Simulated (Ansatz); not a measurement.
# WS2: the cost of one run

Method: DFT r2SCAN, scalar-relativistic, plane waves, PAW, in Ansatz 0.2.0.

### 1 The starting structure

The structure is trigonal, space group R3m (No. 160). The conventional cell has a = 3.158 Å, b = 3.158 Å, c = 18.490 Å, α = 90.00°, β = 90.00°, γ = 120.00°. W (site symmetry 3m) has 6 S at 2.39 to 2.42 Å in its first shell of neighbours. S (site symmetry 3m) has 3 W at 2.39 Å in its first shell of neighbours. S (site symmetry 3m) is surrounded by 3 W at 2.42 Å.

As a file:

```cif
data_structure
_symmetry_space_group_name_H-M 'R3m:H'
_symmetry_Int_Tables_number 160
_cell_length_a 3.1580
_cell_length_b 3.1580
_cell_length_c 18.4900
_cell_angle_alpha 90.000
_cell_angle_beta 90.000
_cell_angle_gamma 120.000
_cell_volume 159.70
loop_
_atom_site_label
_atom_site_type_symbol
_atom_site_symmetry_multiplicity
_atom_site_Wyckoff_symbol
_atom_site_fract_x
_atom_site_fract_y
_atom_site_fract_z
_atom_site_occupancy
W1 W 3 a 0.00000 0.00000 0.00000 1
S1 S 3 a 0.00000 0.00000 0.24970 1
S2 S 3 a 0.33333 0.66667 0.08567 1
```

The cell is taken as given, not relaxed at this level.

### 2 Zero of energy

The reference gives a free energy of -12211.6175 eV, pressure 2.57 GPa, largest force 0.621 eV/Å and gap on the mesh 1.13 eV. It was computed beforehand with the settings of the runs below.

### 3 The scan: biaxial against axial strain

The cell is strained by p along both x and y and by q along z, with fractional coordinates fixed.

### 4 Point p = -0.080, q = -0.080

input.yaml

```yaml
crystal:
  lattice:
    - [1.4526803535, 0.8387053932, 5.6702636]
    - [-1.4526803535, 0.8387053932, 5.6702636]
    - [0.0, -1.6774107863, 5.6702636]
  atoms:
    - { symbol: W, position: [0.0, 0.0, 0.0] }
    - { symbol: S, position: [0.7503, 0.7503, 0.7503] }
    - { symbol: S, position: [0.581, 0.581, 0.581] }
basis:
  ecutwfc: 500
kpoints:
  mp_grid: { grid: [12, 12, 12] }
hamiltonian:
  xc: r2scan
scf:
  occupations: { method: gaussian, width: 0.05 }
output:
  forces: true
  stress: true
  eigenvalues: true
```

Command:

```console
ansatz run input.yaml --threads 1 --pin off --max-ram 2560MiB --backend cpu --events-out ev --progress --plain --runs-dir out
```

Q: Estimate wall time and peak memory on 1 thread of Intel Xeon Platinum 8375C at 2.90GHz (Ice Lake), shared host.

About 28 s, with a peak of 0.61 GiB.
